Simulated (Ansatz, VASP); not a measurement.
## W in VASP and in Ansatz

```
W
1.0
    -1.58234    1.58234    1.58234
     1.58234   -1.58234    1.58234
     1.58234    1.58234   -1.58234
W
1
Direct
  0.00000 0.00000 0.00000
```

Alike in both runs: task relaxation of cell and atoms; functional PBE; k mesh 12 × 12 × 12; occupations fermi-dirac, width 0.05 eV; no spin polarisation.

|  | VASP | Ansatz |
| --- | --- | --- |
| version | VASP 6.6.1 | Ansatz 0.2.0 |
| potentials or method | VASP PAW PBE potentials, release 64 (W_sv) | Ansatz PAW |
| plane-wave cutoff (eV) | 600 | 420 |
| valence electrons in the cell | 14 | 14 |

```csv
,VASP,Ansatz,Ansatz less VASP
"gap on the k mesh at the Fermi level, each at its own relaxed structure (eV)",none,none,-
relaxed volume (Å³/atom),16.18,16.15,-0.030
relaxed cell length with the largest relative difference (Å),2.760,2.758,-0.0017
energy change over the relaxation (meV/atom),-7,-5,+1.2
```

A gap of «none» marks a metal or a gap that the smearing closes.

Caveats: the plane-wave basis is chosen anew once the cell has moved, so the energies of steps on either side of that aren't comparable (Ansatz). The runs have no spin-orbit coupling, so splittings on W are missing. Zero-point motion and thermal expansion aren't in these numbers. PBE usually gives volumes a little too large and moduli too small.
